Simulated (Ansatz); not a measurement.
A relaxation computed with Ansatz, from input to last step.

```yaml
crystal:
  lattice:
    - [3.0244703918, 0.0, 0.0]
    - [-1.5122351959, 2.6192681923, 0.0]
    - [0.0, 0.0, 5.2189410146]
  atoms:
    - { symbol: Hf, position: [0.6666666667, 0.3333333333, 0.75] }
    - { symbol: Hf, position: [0.3333333333, 0.6666666667, 0.25] }
    - { symbol: "N", position: [0.0, 0.0, 0.0] }
    - { symbol: "N", position: [0.0, 0.0, 0.5] }
basis:
  ecutwfc: 500
kpoints:
  mp_grid: { grid: [18, 18, 8] }
hamiltonian:
  xc: r2scan
scf:
  occupations: { method: gaussian, width: 0.1 }
output:
  forces: true
  stress: true
  eigenvalues: true
relax:
  adjacent_minimum: "off"
  f_tol: 0.008
  max_steps: 50
  cell: { stress_tol: 0.08, p_target: 40.0 }
```

```bash
ansatz run input.yaml --threads 1 --pin off --max-ram 2560MiB --backend cpu --events-out ev --progress --plain --runs-dir out
```

Method: DFT r2SCAN, scalar-relativistic, plane waves, PAW in Ansatz 0.2.0.

Of 5 frames 4 are shown, positions in Å and forces in eV/Å; the SCF threshold varies from step to step. Steps run on the plane waves of an earlier cell, with a Pulay correction in the pressure. The basis is chosen afresh for the last frame, the zero of the energies, and at times for earlier ones too; energy and pressure step there, also at an unchanged geometry. The relaxation lowers the enthalpy F + PV at the target pressure, so the free energy itself can rise.

```xyz
4
Lattice="3.0245 0.0000 0.0000 -1.5122 2.6193 0.0000 0.0000 0.0000 5.2189" Properties=species:S:1:pos:R:3:forces:R:3 pbc="T T T" step=1 free_energy_over_end_meV_per_atom=5.77 pressure_GPa=40.99
Hf    1.5122    0.8731    3.9142    0.0000    0.0000    0.0000
Hf    0.0000    1.7462    1.3047    0.0000    0.0000    0.0000
N     0.0000    0.0000    0.0000    0.0000    0.0000    0.0000
N     0.0000    0.0000    2.6095    0.0000    0.0000    0.0000
4
Lattice="3.0261 0.0000 0.0000 -1.5131 2.6207 0.0000 0.0000 0.0000 5.2318" Properties=species:S:1:pos:R:3:forces:R:3 pbc="T T T" step=2 free_energy_over_end_meV_per_atom=-3.47 pressure_GPa=39.43
Hf    1.5131    0.8736    3.9238    0.0000    0.0000    0.0000
Hf    0.0000    1.7471    1.3079    0.0000    0.0000    0.0000
N     0.0000    0.0000    0.0000    0.0000    0.0000    0.0000
N     0.0000    0.0000    2.6159    0.0000    0.0000    0.0000
4
Lattice="3.0264 0.0000 0.0000 -1.5132 2.6209 0.0000 0.0000 0.0000 5.2248" Properties=species:S:1:pos:R:3:forces:R:3 pbc="T T T" step=3 free_energy_over_end_meV_per_atom=-0.49 pressure_GPa=39.94
Hf    1.5132    0.8736    3.9186    0.0000    0.0000    0.0000
Hf    0.0000    1.7473    1.3062    0.0000    0.0000    0.0000
N     0.0000    0.0000    0.0000    0.0000    0.0000    0.0000
N     0.0000    0.0000    2.6124    0.0000    0.0000    0.0000
4
Lattice="3.0258 0.0000 0.0000 -1.5129 2.6205 0.0000 0.0000 0.0000 5.2257" Properties=species:S:1:pos:R:3:forces:R:3 pbc="T T T" step=5 free_energy_over_end_meV_per_atom=0.00 pressure_GPa=40.02
Hf    1.5129    0.8735    3.9193    0.0000    0.0000    0.0000
Hf    0.0000    1.7470    1.3064    0.0000    0.0000    0.0000
N     0.0000    0.0000    0.0000    0.0000    0.0000    0.0000
N     0.0000    0.0000    2.6128    0.0000    0.0000    0.0000
```

The run took 86 s on 1 thread of Intel(R) Xeon(R) Platinum 8488C (Sapphire Rapids), on a shared host, peak memory 0.68 GiB.

Spin–orbit coupling is left out, which can shift energies with elements as heavy as these.